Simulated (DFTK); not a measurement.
# W (Im-3m) in DFTK: notebook

The runs below take W through band structure, with LDA-Teter93, revPBE, LDA-VWN.

Everything below comes from runs of DFTK 0.8.2. Logs are shortened: lines on timing, memory, paths and dates and some standing lists are left out, and cuts for length are marked.

### Step 1. The structure

It takes space group Im-3m (No. 229, cubic). The conventional cell has a = 3.165 Å, b = 3.165 Å, c = 3.165 Å, α = 90.00°, β = 90.00°, γ = 90.00°. Around W (site symmetry m-3m) lie 8 W at 2.74 Å.

### Step 2. Band structure, LDA-Teter93

Contents of run.jl:

```julia
using DFTK
using PseudoPotentialData
using Unitful, UnitfulAtomic
using LinearAlgebra, Printf
include("save.jl")
disable_threading()

lines     = readlines("W.xyz")
cell_ang  = reshape(parse.(Float64, split(match(r"Lattice=\"([^\"]+)\"", lines[2])[1])), 3, 3)
lattice   = austrip(1u"Å") * cell_ang
symbols   = [Symbol(split(l)[1]) for l in lines[3:end]]
positions = [round.(cell_ang \ parse.(Float64, split(l)[2:4]); digits=9) for l in lines[3:end]]
pseudopotentials = PseudoFamily("dojo.nc.sr.lda.v0_4_1.stringent.upf")
elements = Dict(s => ElementPsp(s, pseudopotentials) for s in unique(symbols))
atoms    = [elements[s] for s in symbols]

build_model(lattice, positions; symmetries=true) =
    model_DFT(lattice, atoms, positions;
              functionals=[:lda_xc_teter93],
              temperature=austrip(0.05u"eV"),
              smearing=Smearing.FermiDirac(),
              symmetries)
Ecut  = 62.0  # hartree
kgrid = [11, 11, 11]
tol   = 1e-6
to_GPa = ustrip(uconvert(u"GPa", 1u"hartree/bohr^3"))

model = build_model(lattice, positions)
basis = PlaneWaveBasis(model; Ecut, kgrid)
display(basis)
scfres = self_consistent_field(basis;
                               tol,
                               nbandsalg=AdaptiveBands(model; n_bands_converge=19))
display(scfres.energies)
@printf "Fermi level: %.6f eV\n" ustrip(auconvert(u"eV", something(scfres.εF, NaN)))
forces = compute_forces_cart(scfres)
println("Forces (eV/Å)")
for (s, f) in zip(symbols, forces)
    @printf "%-3s %12.6f %12.6f %12.6f\n" s ustrip.(auconvert.(u"eV/Å", f))...
end
stress = compute_stresses_cart(scfres)
println("Stress (GPa)")
display(round.(stress * to_GPa; digits=4))
println("Levels at the first k-point (eV): ", round.(ustrip.(auconvert.(u"eV", scfres.eigenvalues[1])); digits=4))
save_scf!(scfres; forces, stress)

points = Dict("G" => [0.0, 0.0, 0.0], "H" => [0.5, -0.5, 0.5], "P" => [0.25, 0.25, 0.25], "N" => [0.0, 0.0, 0.5])
segments = [("G", "H", 10), ("H", "N", 7), ("N", "G", 7), ("G", "P", 8), ("P", "H", 8), ("P", "N", 5)]
kcoords = vcat([[points[a] + t * (points[b] - points[a]) for t in range(0, 1, n)] for (a, b, n) in segments]...)
bands = compute_bands(scfres, ExplicitKpoints(kcoords); n_bands=21, tol=1e-5)
for (k, ε) in zip(bands.basis.kpoints, bands.eigenvalues)
    @printf "%d %8.4f %8.4f %8.4f " k.spin k.coordinate...
    println(join([@sprintf("%9.4f", e) for e in ustrip.(auconvert.(u"eV", ε .- scfres.εF))]))
end
results["band_energies"] = rows(bands.eigenvalues); results["band_kpoints"] = rows(kcoords)
```

Contents of W.xyz:

```xyz
1
Lattice="-1.5823450000 1.5823450000 1.5823450000 1.5823450000 -1.5823450000 1.5823450000 1.5823450000 1.5823450000 -1.5823450000" Properties=species:S:1:pos:R:3 pbc="T T T"
W      0.0000000000      0.0000000000      0.0000000000
```

Potentials or basis: dojo.nc.sr.lda.v0_4_1.stringent.upf (LDA).

Launch:

```console
> julia --threads=1 run.jl  # save.jl only writes the numbers to a file and isn't shown; printed stress counts tension as positive; times include loading and compiling
```

The log of the run:

```text
PlaneWaveBasis discretization:

    Ecut                 : 62.0 Ha
    fft_size             : (40, 40, 40), 64000 total points
    kgrid                : MonkhorstPack([11, 11, 11])
    num.   red. kpoints  : 1331
    num. irred. kpoints  : 56

    Discretized Model(lda_xc_teter93, 3D):
        lattice (in Bohr)    : [-2.9902   , 2.9902    , 2.9902    ]
                               [2.9902    , -2.9902   , 2.9902    ]
                               [2.9902    , 2.9902    , -2.9902   ]
        unit cell volume     : 106.94 Bohr³

        atoms                : W
        pseudopot. family    : PseudoFamily("dojo.nc.sr.lda.v0_4_1.stringent.upf")

        num. electrons       : 28
        spin polarization    : none
        temperature          : 0.0018375 Ha
        smearing             : DFTK.Smearing.FermiDirac()

        terms                : Kinetic()
                               AtomicLocal()
                               AtomicNonlocal()
                               Ewald(nothing)
                               PspCorrection()
                               Hartree()
                               Xc(lda_xc_teter93)
                               Entropy()
n     Energy            log10(ΔE)   log10(Δρ)   Diag   Δtime
---   ---------------   ---------   ---------   ----   ------
  1   -341.7226854811                   -0.92    5.1    9.63s
  2   -341.7319813762       -2.03       -1.27    1.0    3.78s
  3   -341.7343454587       -2.63       -1.68    2.3    4.68s
  4   -341.7344432787       -4.01       -2.06    1.0    4.26s
  5   -341.7344632944       -4.70       -2.84    1.9    3.75s
  6   -341.7344663499       -5.51       -2.95    2.7    5.02s
  7   -341.7344667349       -6.41       -3.77    1.0    3.47s
  8   -341.7344667860       -7.29       -4.53    3.0    5.72s
  9   -341.7344667873       -8.90       -5.27    2.3    5.23s
 10   -341.7344667873      -11.04       -5.14    2.8    5.50s
 11   -341.7344667873      -10.93       -6.39    1.3    4.41s
Energy breakdown (in Ha):
    Kinetic             203.4403828
    AtomicLocal         -270.4350829
    AtomicNonlocal      -90.4875561
    Ewald               -238.5425958
    PspCorrection       11.0172279
    Hartree             91.3865433
    Xc                  -48.1131527
    Entropy             -0.0002334

    total               -341.734466787273
Fermi level: 17.538279 eV
Forces (eV/Å)
W      -0.000000    -0.000000     0.000000
Stress (GPa)
3×3 StaticArraysCore.SMatrix{3, 3, Float64, 9} with indices SOneTo(3)×SOneTo(3):
 8.8332  0.0     0.0
 0.0     8.8332  0.0
 0.0     0.0     8.8332
Levels at the first k-point (eV): [-56.6744, -20.2081, -20.2081, -20.2081, -10.6855, -10.6855, -10.6855, -10.6835, -10.6835, -10.6835, -10.5595, 7.9324, 16.2773, 16.2773, 16.2773, 19.7084, 19.7084, 32.1475, 32.1475, 32.1475, 44.4392, 44.4393]
1   0.0000   0.0000   0.0000  -74.2127 -37.7464 -37.7464 -37.7464 -28.2238 -28.2238 -28.2238 -28.2218 -28.2218 -28.2218 -28.0978  -9.6059  -1.2609  -1.2609  -1.2609   2.1701   2.1701  14.6092  14.6092  14.6092  26.9010
1   0.0556  -0.0556   0.0556  -74.2047 -37.8039 -37.7726 -37.7726 -28.2257 -28.2246 -28.2246 -28.2206 -28.2199 -28.2199 -28.1006  -9.3063  -1.2872  -1.2872  -1.1227   1.7230   2.3268  15.0986  15.1080  15.1080  23.6242
1   0.1111  -0.1111   0.1111  -74.1820 -37.9574 -37.8486 -37.8486 -28.2308 -28.2269 -28.2269 -28.2170 -28.2146 -28.2146 -28.1087  -8.4553  -1.3087  -1.3087  -0.7135   0.6069   2.7431  16.3074  16.5157  16.5157  19.5806
1   0.1667  -0.1667   0.1667  -74.1481 -38.1595 -37.9662 -37.9662 -28.2378 -28.2304 -28.2304 -28.2112 -28.2069 -28.2069 -28.1207  -7.1969  -1.1986  -1.1986  -0.7864  -0.0510   3.2243  16.3557  17.7812  18.5402  18.5402
1   0.2222  -0.2222   0.2222  -74.1080 -38.3569 -38.1123 -38.1123 -28.2446 -28.2347 -28.2347 -28.2037 -28.1982 -28.1982 -28.1351  -5.7937  -2.1844  -0.8362  -0.8362   0.8317   3.4367  14.6381  19.2264  19.9944  19.9944
1   0.2778  -0.2778   0.2778  -74.0673 -38.5099 -38.2696 -38.2696 -28.2497 -28.2393 -28.2393 -28.1952 -28.1897 -28.1897 -28.1500  -4.7074  -3.4375  -0.1419  -0.1419   1.8790   3.4125  14.7856  18.2673  18.2673  20.5289
1   0.3333  -0.3333   0.3333  -74.0309 -38.6025 -38.4191 -38.4191 -28.2521 -28.2436 -28.2436 -28.1867 -28.1824 -28.1824 -28.1635  -4.4875  -4.4657   0.9188   0.9188   3.0010   3.9888  15.3363  15.3363  16.2674  21.6458
1   0.3889  -0.3889   0.3889  -74.0025 -38.6422 -38.5419 -38.5419 -28.2521 -28.2472 -28.2472 -28.1794 -28.1771 -28.1771 -28.1742  -5.2241  -5.0099   2.3349   2.3349   4.0554   5.5020  12.3941  12.3941  17.7360  22.5278
1   0.4444  -0.4444   0.4444  -73.9846 -38.6508 -38.6225 -38.6225 -28.2510 -28.2496 -28.2496 -28.1810 -28.1744 -28.1738 -28.1738  -5.6878  -5.6048   3.9996   3.9996   4.8395   7.3370   9.7692   9.7692  16.9423  22.6737
[... 9 lines left out ...]
1   0.0000   0.0000   0.4167  -74.0874 -38.9566 -38.1403 -37.7535 -28.2552 -28.2383 -28.2381 -28.2019 -28.1927 -28.1847 -28.1327  -6.2419  -3.4528  -0.1363   2.1792   2.9074   5.2364  11.9462  12.0611  18.0186  22.8858
1   0.0000   0.0000   0.3333  -74.1121 -38.7327 -38.0648 -37.7520 -28.2494 -28.2353 -28.2350 -28.2059 -28.1985 -28.1923 -28.1272  -6.3932  -3.0945  -1.4376   1.9393   2.6260   3.3854  13.3425  14.1761  20.9678  22.0178
1   0.0000   0.0000   0.2500  -74.1458 -38.4170 -37.9603 -37.7501 -28.2412 -28.2314 -28.2308 -28.2113 -28.2063 -28.2025 -28.1186  -7.1868  -2.5596  -1.8498   1.5132   1.5659   2.3700  14.8185  16.5346  19.1112  21.7014
1   0.0000   0.0000   0.1667  -74.1793 -38.0887 -37.8542 -37.7482 -28.2326 -28.2275 -28.2271 -28.2167 -28.2141 -28.2123 -28.1089  -8.3572  -1.9571  -1.5518   0.0162   1.4880   2.2241  15.3349  16.7449  16.9178  21.9357
1   0.0000   0.0000   0.0833  -74.2037 -37.8396 -37.7754 -37.7469 -28.2262 -28.2247 -28.2247 -28.2206 -28.2197 -28.2193 -28.1009  -9.2713  -1.4588  -1.3092  -0.9354   1.8755   2.1760  14.8811  15.1690  15.3948  24.3508
1   0.0000   0.0000   0.0000  -74.2127 -37.7464 -37.7464 -37.7464 -28.2238 -28.2238 -28.2238 -28.2218 -28.2218 -28.2218 -28.0978  -9.6059  -1.2609  -1.2609  -1.2609   2.1701   2.1701  14.6092  14.6092  14.6092  26.9010
1   0.0000   0.0000   0.0000  -74.2127 -37.7464 -37.7464 -37.7464 -28.2238 -28.2238 -28.2238 -28.2218 -28.2218 -28.2218 -28.0978  -9.6059  -1.2609  -1.2609  -1.2609   2.1701   2.1701  14.6092  14.6092  14.6092  26.9010
1   0.0357   0.0357   0.0357  -74.2029 -37.8580 -37.7579 -37.7579 -28.2265 -28.2247 -28.2247 -28.2208 -28.2191 -28.2191 -28.1012  -9.2383  -1.4321  -1.4321  -0.8363   2.0199   2.0199  14.8308  15.3735  15.3735  24.9352
1   0.0714   0.0714   0.0714  -74.1766 -38.1394 -37.7948 -37.7948 -28.2334 -28.2274 -28.2274 -28.2181 -28.2117 -28.2117 -28.1096  -8.2313  -1.9524  -1.9524   0.4380   1.8905   1.8905  15.4953  16.7509  16.7509  23.5070
1   0.1071   0.1071   0.1071  -74.1418 -38.4649 -37.8622 -37.8622 -28.2419 -28.2311 -28.2311 -28.2138 -28.2022 -28.2022 -28.1198  -6.8076  -2.6368  -2.6368   2.0658   2.0658   2.5145  16.5902  16.5902  16.6024  19.1040
1   0.1429   0.1429   0.1429  -74.1083 -38.7038 -37.9636 -37.9636 -28.2484 -28.2348 -28.2348 -28.2086 -28.1940 -28.1940 -28.1295  -5.2057  -3.1713  -3.1713   2.4419   2.4419   5.1853  14.4567  15.3378  15.3378  18.1510
1   0.1786   0.1786   0.1786  -74.0840 -38.7718 -38.0958 -38.0958 -28.2507 -28.2380 -28.2380 -28.2029 -28.1895 -28.1895 -28.1374  -3.6890  -3.3834  -3.3834   2.8332   2.8332   7.9770  10.3793  14.1393  14.1393  20.1386
1   0.2143   0.2143   0.2143  -74.0720 -38.6522 -38.2470 -38.2470 -28.2481 -28.2405 -28.2405 -28.1971 -28.1893 -28.1893 -28.1426  -3.2650  -3.2650  -2.7337   3.1061   3.1061   7.4317  10.4757  13.1678  13.1678  22.5604
1   0.2500   0.2500   0.2500  -74.0694 -38.3982 -38.3982 -38.3982 -28.2430 -28.2430 -28.2430 -28.1916 -28.1916 -28.1916 -28.1444  -2.9330  -2.9330  -2.9330   3.2030   3.2030   6.5216  12.2912  12.2912  12.2912  25.4068
1   0.2500   0.2500   0.2500  -74.0694 -38.3982 -38.3982 -38.3982 -28.2430 -28.2430 -28.2430 -28.1916 -28.1916 -28.1916 -28.1444  -2.9330  -2.9330  -2.9330   3.2030   3.2030   6.5216  12.2912  12.2912  12.2912  25.4068
1   0.2857   0.1429   0.2857  -74.0694 -38.5288 -38.5288 -38.1177 -28.2458 -28.2458 -28.2388 -28.1937 -28.1937 -28.1867 -28.1434  -3.8427  -2.6036  -2.6036   3.0971   3.0971   7.0202  11.5617  11.5617  14.1033  23.7215
1   0.3214   0.0357   0.3214  -74.0648 -38.6231 -38.6231 -37.9350 -28.2484 -28.2484 -28.2377 -28.1938 -28.1938 -28.1824 -28.1435  -4.3772  -2.5610  -2.5610   2.8341   2.8341   7.8179  11.2871  11.2871  16.4845  21.9911
1   0.3571  -0.0714   0.3571  -74.0514 -38.6744 -38.6744 -37.9322 -28.2500 -28.2500 -28.2393 -28.1913 -28.1913 -28.1789 -28.1491  -3.9634  -3.0405  -3.0405   2.7189   2.7189   8.5009  11.3757  11.3757  19.4017  20.7583
1   0.3929  -0.1786   0.3929  -74.0297 -38.6872 -38.6872 -38.1019 -28.2505 -28.2505 -28.2425 -28.1864 -28.1864 -28.1762 -28.1602  -3.9494  -3.9494  -2.4648   3.0315   3.0315   9.0605  11.1329  11.1329  20.5908  20.5908
1   0.4286  -0.2857   0.4286  -74.0052 -38.6758 -38.6758 -38.3538 -28.2505 -28.2505 -28.2462 -28.1802 -28.1802 -28.1743 -28.1721  -4.9088  -4.9088  -0.0046   3.7334   3.7334   9.4213  10.1888  10.1888  20.5120  21.5212
1   0.4643  -0.3929   0.4643  -73.9859 -38.6584 -38.6584 -38.5678 -28.2504 -28.2504 -28.2492 -28.1805 -28.1749 -28.1749 -28.1731  -5.5971  -5.5971   3.0352   4.6174   4.6174   8.9687   8.9687   9.1825  17.3955  22.7452
1   0.5000  -0.5000   0.5000  -73.9785 -38.6506 -38.6506 -38.6506 -28.2504 -28.2504 -28.2504 -28.1834 -28.1727 -28.1727 -28.1727  -5.8438  -5.8438   5.1351   5.1351   5.1351   8.3077   8.3077   8.3077  15.9405  23.3052
1   0.2500   0.2500   0.2500  -74.0694 -38.3982 -38.3982 -38.3982 -28.2430 -28.2430 -28.2430 -28.1916 -28.1916 -28.1916 -28.1444  -2.9330  -2.9330  -2.9330   3.2030   3.2030   6.5216  12.2912  12.2912  12.2912  25.4068
1   0.1875   0.1875   0.3125  -74.0707 -38.6436 -38.3649 -38.1520 -28.2480 -28.2426 -28.2393 -28.1960 -28.1914 -28.1873 -28.1429  -3.5798  -3.4160  -2.1085   3.0211   3.1783   7.2140  10.5533  13.0890  13.2549  23.3374
1   0.1250   0.1250   0.3750  -74.0738 -38.8508 -38.2840 -37.9429 -28.2528 -28.2415 -28.2381 -28.1990 -28.1911 -28.1842 -28.1394  -4.8516  -3.5989  -0.9961   2.5912   3.1193   8.6273   8.7662  12.9020  14.8950  23.4838
1   0.0625   0.0625   0.4375  -74.0770 -38.9888 -38.2020 -37.8032 -28.2561 -28.2402 -28.2386 -28.2002 -28.1907 -28.1824 -28.1359  -5.8853  -3.6019   0.1840   2.2133   3.0613   6.9195  10.3063  11.9885  16.3613  22.5045
1   0.0000   0.0000   0.5000  -74.0783 -39.0372 -38.1677 -37.7541 -28.2574 -28.2396 -28.2392 -28.2004 -28.1906 -28.1818 -28.1345  -6.2683  -3.5779   0.7937   2.0710   3.0375   6.1286  10.9966  11.5690  16.7466  22.1005
```

It took 2 min on 1 thread of Intel Xeon 6975P-C (Granite Rapids), shared host; peak memory 1.9 GiB.

What came out:

| Item | Value |
| --- | --- |
| Free energy | -9299.0686 eV |
| Pressure | -8.8 GPa |
| Band gap on the k mesh | none (metal or under the smearing width) |

Levels at the corners of the path, in eV from the Fermi level:
```tsv
point	band 11	band 12	band 13	band 14	band 15	band 16	band 17	band 18
Γ	-28.10	-9.61	-1.26	-1.26	-1.26	2.17	2.17	14.61
H	-28.17	-5.84	-5.84	5.14	5.14	5.14	8.31	8.31
N	-28.13	-6.27	-3.58	0.79	2.07	3.04	6.13	11.00
Γ	-28.10	-9.61	-1.26	-1.26	-1.26	2.17	2.17	14.61
P	-28.14	-2.93	-2.93	-2.93	3.20	3.20	6.52	12.29
H	-28.17	-5.84	-5.84	5.14	5.14	5.14	8.31	8.31
P	-28.14	-2.93	-2.93	-2.93	3.20	3.20	6.52	12.29
N	-28.13	-6.27	-3.58	0.79	2.07	3.04	6.13	11.00
```

Caveat: spin-orbit coupling is left out, which moves the levels of the heavy elements.

### Step 3. Band structure, revPBE

run.jl, as its differences from that of step 2:

```diff
@@ -7,8 +7,9 @@
 
-lines     = readlines("W.xyz")
-cell_ang  = reshape(parse.(Float64, split(match(r"Lattice=\"([^\"]+)\"", lines[2])[1])), 3, 3)
-lattice   = austrip(1u"Å") * cell_ang
-symbols   = [Symbol(split(l)[1]) for l in lines[3:end]]
-positions = [round.(cell_ang \ parse.(Float64, split(l)[2:4]); digits=9) for l in lines[3:end]]
-pseudopotentials = PseudoFamily("dojo.nc.sr.lda.v0_4_1.stringent.upf")
+# lattice vectors are the columns
+lattice = austrip(1u"Å") * [     -1.582345       1.582345       1.582345;
+                 1.582345      -1.582345       1.582345;
+                 1.582345       1.582345      -1.582345]
+symbols   = [:W]
+positions = [[0.0, 0.0, 0.0]]
+pseudopotentials = PseudoFamily("cp2k.nc.sr.pbe.v0_1.semicore.gth")
 elements = Dict(s => ElementPsp(s, pseudopotentials) for s in unique(symbols))
@@ -18,3 +19,3 @@
     model_DFT(lattice, atoms, positions;
-              functionals=[:lda_xc_teter93],
+              functionals=[:gga_x_pbe_r, :gga_c_pbe],
               temperature=austrip(0.05u"eV"),
@@ -22,4 +23,4 @@
               symmetries)
-Ecut  = 62.0  # hartree
-kgrid = [11, 11, 11]
+Ecut  = 40.0  # hartree
+kgrid = [12, 12, 12]
 tol   = 1e-6
@@ -32,3 +33,3 @@
                                tol,
-                               nbandsalg=AdaptiveBands(model; n_bands_converge=19))
+                               nbandsalg=AdaptiveBands(model; n_bands_converge=12))
 display(scfres.energies)
@@ -49,3 +50,3 @@
 kcoords = vcat([[points[a] + t * (points[b] - points[a]) for t in range(0, 1, n)] for (a, b, n) in segments]...)
-bands = compute_bands(scfres, ExplicitKpoints(kcoords); n_bands=21, tol=1e-5)
+bands = compute_bands(scfres, ExplicitKpoints(kcoords); n_bands=14, tol=1e-5)
 for (k, ε) in zip(bands.basis.kpoints, bands.eigenvalues)
```

Potentials or basis: cp2k.nc.sr.pbe.v0_1.semicore.gth (PBE, GTH).

Launch:

```console
> julia --threads=1 run.jl  # save.jl only writes the numbers to a file and isn't shown; printed stress counts tension as positive; times include loading and compiling
```

It took 42 s on 1 thread of Intel Xeon 6975P-C (Granite Rapids), shared host; peak memory 1.7 GiB.

The run converged, but some of its settings lie outside the range that counts as converged, so its numbers aren't taken as properties of the crystal.

Results:

- Free energy: -1857.4773 eV
- Band gap on the k mesh: none (metal or under the smearing width)

Caveat: the cutoff is short for these potentials, so energies and forces aren't converged, fitted volumes are rough and the log's stress (off by 3 to 10 GPa or more in trials) isn't used; the potentials were made for another functional, which shifts forces and pressure; spin-orbit coupling is left out, which moves the levels of the heavy elements.

### Step 4. Band structure, LDA-VWN

run.jl, as its differences from that of step 3:

```diff
@@ -7,9 +7,8 @@
 
-# lattice vectors are the columns
-lattice = austrip(1u"Å") * [     -1.582345       1.582345       1.582345;
-                 1.582345      -1.582345       1.582345;
-                 1.582345       1.582345      -1.582345]
-symbols   = [:W]
-positions = [[0.0, 0.0, 0.0]]
-pseudopotentials = PseudoFamily("cp2k.nc.sr.pbe.v0_1.semicore.gth")
+lines     = readlines("W.xyz")
+cell_ang  = reshape(parse.(Float64, split(match(r"Lattice=\"([^\"]+)\"", lines[2])[1])), 3, 3)
+lattice   = austrip(1u"Å") * cell_ang
+symbols   = [Symbol(split(l)[1]) for l in lines[3:end]]
+positions = [round.(cell_ang \ parse.(Float64, split(l)[2:4]); digits=9) for l in lines[3:end]]
+pseudopotentials = PseudoFamily("cp2k.nc.sr.lda.v0_1.largecore.gth")
 elements = Dict(s => ElementPsp(s, pseudopotentials) for s in unique(symbols))
@@ -19,3 +18,3 @@
     model_DFT(lattice, atoms, positions;
-              functionals=[:gga_x_pbe_r, :gga_c_pbe],
+              functionals=[:lda_x, :lda_c_vwn],
               temperature=austrip(0.05u"eV"),
@@ -23,3 +22,3 @@
               symmetries)
-Ecut  = 40.0  # hartree
+Ecut  = 21.0  # hartree
 kgrid = [12, 12, 12]
@@ -33,3 +32,3 @@
                                tol,
-                               nbandsalg=AdaptiveBands(model; n_bands_converge=12))
+                               nbandsalg=AdaptiveBands(model; n_bands_converge=8))
 display(scfres.energies)
@@ -50,3 +49,3 @@
 kcoords = vcat([[points[a] + t * (points[b] - points[a]) for t in range(0, 1, n)] for (a, b, n) in segments]...)
-bands = compute_bands(scfres, ExplicitKpoints(kcoords); n_bands=14, tol=1e-5)
+bands = compute_bands(scfres, ExplicitKpoints(kcoords); n_bands=10, tol=1e-5)
 for (k, ε) in zip(bands.basis.kpoints, bands.eigenvalues)
```

W.xyz is that of step 2.

Potentials or basis: cp2k.nc.sr.lda.v0_1.largecore.gth (LDA, GTH, large core).

Launch:

```console
> julia --threads=1 run.jl  # save.jl only writes the numbers to a file and isn't shown; printed stress counts tension as positive; times include loading and compiling
```

Run time: 21 s. Hardware: 1 thread of Intel Xeon 6975P-C (Granite Rapids), shared host; peak memory 1.4 GiB.

These settings aren't checked as converged: the numbers below hold their error.

What came out:

* Free energy: -211.8795 eV
* Band gap on the k mesh: none (metal or under the smearing width)

Caveat: the cutoff is short for these potentials, so energies and forces aren't converged, fitted volumes are rough and the log's stress (off by 3 to 10 GPa or more in trials) isn't used; spin-orbit coupling is left out, which moves the levels of the heavy elements; this set keeps more shells in the core, which shifts pressures and gaps.

### Step 5. For comparison

An earlier run on the cell as given: functional PBE; potentials or basis dojo.nc.sr.pbe.v0_4_1.standard.upf (PBE); cutoff 1007 eV; k mesh 12 × 12 × 12; occupations fermi-dirac, width 0.05 eV; no spin polarisation.

* Pressure: 5.9 GPa
* Band gap on the k mesh: none (metal or under the smearing width)
